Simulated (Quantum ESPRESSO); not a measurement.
# Hf (Im-3m) in Quantum ESPRESSO: further runs, part 4 of 4

Quantum ESPRESSO 7.5.

## (5) Hubbard U by linear response, PBE+U

pw.in

```
&CONTROL
  calculation = 'scf'
  prefix = 'pwscf'
  outdir = './tmp'
  pseudo_dir = './pseudo'
  tprnfor = .true.
  tstress = .true.
  disk_io = 'low'
/
&SYSTEM
  ibrav = 0
  nat = 1
  ntyp = 1
  ecutwfc = 36
  ecutrho = 216
  nbnd = 15
  occupations = 'smearing'
  smearing = 'mv'
  degauss = 0.00999582
/
&ELECTRONS
  conv_thr = 2d-10
  electron_maxstep = 120
  mixing_beta = 0.3
/
ATOMIC_SPECIES
Hf   178.4900 Hf.GGA_PBE-JTH.UPF
CELL_PARAMETERS angstrom
  -1.8050000000    1.8050000000    1.8050000000
   1.8050000000   -1.8050000000    1.8050000000
   1.8050000000    1.8050000000   -1.8050000000
ATOMIC_POSITIONS crystal
Hf     0.0000000000    0.0000000000    0.0000000000
K_POINTS automatic
8 8 8 0 0 0
HUBBARD {atomic}
U Hf-5d 3.5
```

scf2.in

```
&CONTROL
  calculation = 'scf'
  prefix = 'pwscf'
  outdir = './tmp'
  pseudo_dir = './pseudo'
  tprnfor = .true.
  tstress = .true.
  disk_io = 'low'
/
&SYSTEM
  ibrav = 0
  nat = 1
  ntyp = 1
  ecutwfc = 36
  ecutrho = 216
  nbnd = 15
  occupations = 'smearing'
  smearing = 'mv'
  degauss = 0.00999582
/
&ELECTRONS
  conv_thr = 1d-13
  electron_maxstep = 120
  mixing_beta = 0.3
  startingpot = 'file'
  startingwfc = 'file'
/
ATOMIC_SPECIES
Hf   178.4900 Hf.GGA_PBE-JTH.UPF
CELL_PARAMETERS angstrom
  -1.8050000000    1.8050000000    1.8050000000
   1.8050000000   -1.8050000000    1.8050000000
   1.8050000000    1.8050000000   -1.8050000000
ATOMIC_POSITIONS crystal
Hf     0.0000000000    0.0000000000    0.0000000000
K_POINTS automatic
8 8 8 0 0 0
HUBBARD {atomic}
U Hf-5d 3.5
```

hp.in

```
&INPUTHP
  prefix = 'pwscf'
  outdir = './tmp'
  nq1 = 2
  nq2 = 2
  nq3 = 2
  conv_thr_chi = 1d-06
  niter_max = 80
  iverbosity = 1
  alpha_mix(1) = 0.15
/
```

Potentials or basis: JTH 2.0 PBE.

Run with:

```bash
> OMP_NUM_THREADS=1 pw.x -in pw.in > pw.out
> OMP_NUM_THREADS=1 pw.x -in scf2.in > scf2.out
> OMP_NUM_THREADS=1 hp.x -in hp.in > hp.out
```

pw.out:

```text
This program is part of the open-source Quantum ESPRESSO suite
     for quantum simulation of materials; please cite
         "P. Giannozzi et al., J. Phys.:Condens. Matter 21 395502 (2009);
         "P. Giannozzi et al., J. Phys.:Condens. Matter 29 465901 (2017);
         "P. Giannozzi et al., J. Chem. Phys. 152 154105 (2020);
     in publications or presentations arising from this work. More details at

     file Hf.GGA_PBE-JTH.UPF: wavefunction(s)  5S 5P 6P 5D 0D renormalized
     Message from routine setup:
     using ibrav=0 with symmetry is DISCOURAGED, use correct ibrav instead

     G-vector sticks info
     --------------------
     sticks:   dense  smooth     PW     G-vecs:    dense   smooth      PW
     Sum         561     375    155                 8583     4585    1205

     Using Slab Decomposition

     bravais-lattice index     =            0
     lattice parameter (alat)  =       5.9079  a.u.
     unit-cell volume          =     158.7407 (a.u.)^3
[... 335 lines left out ...]
   -47.7733 -16.5929 -16.3479 -16.2205  10.6966  13.4422  14.8384  16.4072
    18.3575  19.1211  25.1801  28.5238  29.3055  31.0128  34.3384

          k =-0.8660-0.3248-0.3248 (   576 PWs)   bands (ev):
[... 51 lines left out ...]
   -47.7250 -16.5833 -16.5833 -16.5833  11.1310  11.1310  20.3876  20.3876
    20.3876  20.7658  20.7658  20.7658  25.8997  33.2068  33.2068

     the Fermi energy is    13.9475 ev

!    total energy              =    -695.88244618 Ry
     total all-electron energy =      -695.882446 Ry
     estimated scf accuracy    <          7.3E-13 Ry
     smearing contrib. (-TS)   =       0.00011721 Ry
     internal energy E=F+TS    =    -695.88256339 Ry

     The total energy is F=E-TS. E is the sum of the following terms:
     one-electron contribution =     -18.67086472 Ry
     hartree contribution      =      13.00394668 Ry
     xc contribution           =     -26.57692399 Ry
     ewald contribution        =     -76.81859135 Ry
     Hubbard energy            =       0.31848978 Ry
     one-center paw contrib.   =    -587.13861979 Ry

     convergence has been achieved in  11 iterations

     Forces acting on atoms (cartesian axes, Ry/au):

     atom    1 type  1   force =     0.00000000    0.00000000    0.00000000

     Total force =     0.000000     Total SCF correction =     0.000000

     Computing stress (Cartesian axis) and pressure

          total   stress  (Ry/bohr**3)                   (kbar)     P=      -58.05
  -0.00039462  -0.00000000  -0.00000000          -58.05       -0.00       -0.00
  -0.00000000  -0.00039462  -0.00000000           -0.00      -58.05       -0.00
  -0.00000000  -0.00000000  -0.00039462           -0.00       -0.00      -58.05

=------------------------------------------------------------------------------=
   JOB DONE.
=------------------------------------------------------------------------------=
```

scf2.out:

```text
This program is part of the open-source Quantum ESPRESSO suite
     for quantum simulation of materials; please cite
         "P. Giannozzi et al., J. Phys.:Condens. Matter 21 395502 (2009);
         "P. Giannozzi et al., J. Phys.:Condens. Matter 29 465901 (2017);
         "P. Giannozzi et al., J. Chem. Phys. 152 154105 (2020);
[... 365 lines left out ...]
   0.00000000  -0.00039467   0.00000000            0.00      -58.06        0.00
   0.00000000   0.00000000  -0.00039467            0.00        0.00      -58.06

=------------------------------------------------------------------------------=
   JOB DONE.
=------------------------------------------------------------------------------=
```

hp.out:

```text
This program is part of the open-source Quantum ESPRESSO suite
     for quantum simulation of materials; please cite
         "P. Giannozzi et al., J. Phys.:Condens. Matter 21 395502 (2009);
         "P. Giannozzi et al., J. Phys.:Condens. Matter 29 465901 (2017);
         "P. Giannozzi et al., J. Chem. Phys. 152 154105 (2020);
     in publications or presentations arising from this work. More details at
[... 911 lines left out ...]

     Post-processing calculation of Hubbard parameters ...

     PRINTING TIMING FROM PWSCF ROUTINES:

     PRINTING TIMING FROM HP ROUTINES:

     PRINTING TIMING FROM LR MODULE:

     USPP ROUTINES:

=------------------------------------------------------------------------------=
   JOB DONE.
=------------------------------------------------------------------------------=
```

It took 54 s on 1 thread of Intel Xeon 6975P-C (Granite Rapids), shared host; peak memory 0.11 GiB.

What came out:

- Free energy: -9467.9630 eV
- Pressure: -5.8 GPa
- Band gap on the k mesh: none (metal or under the smearing width)
- Hubbard U from linear response: 1.14 eV

Eigenvalues of the final occupation matrices:
| site | spin | trace | eigenvalues |
| --- | --- | --- | --- |
| Hf 1 5d | each | 2.55 | 0.47 0.47 0.47 0.57 0.57 |

Hubbard U from linear response:
| site | manifold | U (eV) |
| --- | --- | --- |
| 1 | Hf-5d | 1.14 |
On the first site the bare response is -1.593 and the screened one -0.505 eV⁻¹.

Caveat: the computed U isn't converged in cell size; the cutoff is low for these files, which shifts pressure and relaxed volume; U without spin polarisation on a metal has little footing; the U is typed as a test and isn't derived for this compound.

## (6) Overview

| task | level | potentials or basis | U | cell | k mesh | smearing | form of the LDA correlation | mixing beta | q mesh | k mesh for the Wannier functions | projections | gap on the mesh (eV) | pressure (GPa) |
| --- | --- | --- | --- | --- | --- | --- | --- | --- | --- | --- | --- | --- | --- |
| phonons | LDA | JTH 2.0 LDA | - | relaxed | 10 × 10 × 10 | gaussian 0.136 eV | PW92 | 0.5 | - | - | - | none | 0.1 |
| phonon dispersion | PBE | JTH 2.0 PBE | - | relaxed | 10 × 10 × 10 | gaussian 0.272 eV | - | 0.5 | 2 × 2 × 2 | - | - | none | 0.0 |
| Wannier functions | PBE | JTH 2.0 PBE | - | as given | 8 × 8 × 8 | fermi-dirac 0.05 eV | - | 0.5 | - | 6 × 6 × 6 | Hf spd | none | -5.2 |
| Hubbard U by linear response | PBE+U | JTH 2.0 PBE | Hf d U = 3.5 eV | as given | 8 × 8 × 8 | cold 0.136 eV | - | 0.3 | 2 × 2 × 2 | - | - | none | -5.8 |

Alike in all rows: no spin polarisation; cutoff (eV) 490.

Caveats: the cutoff is low for these files, which shifts pressure and relaxed volume; the mesh is thin for the phonons of a metal (some runs); the q point doesn't lie on the k mesh, which can shift a metal's frequencies strongly unless the mesh is converged (some runs); some modes are imaginary (some runs); spin-orbit coupling is left out, which moves the levels of the heavy elements (some runs); the computed U isn't converged in cell size (some runs); U without spin polarisation on a metal has little footing (some runs).

Total energies depend on the potentials used, so only differences within one code and one set of settings carry meaning.
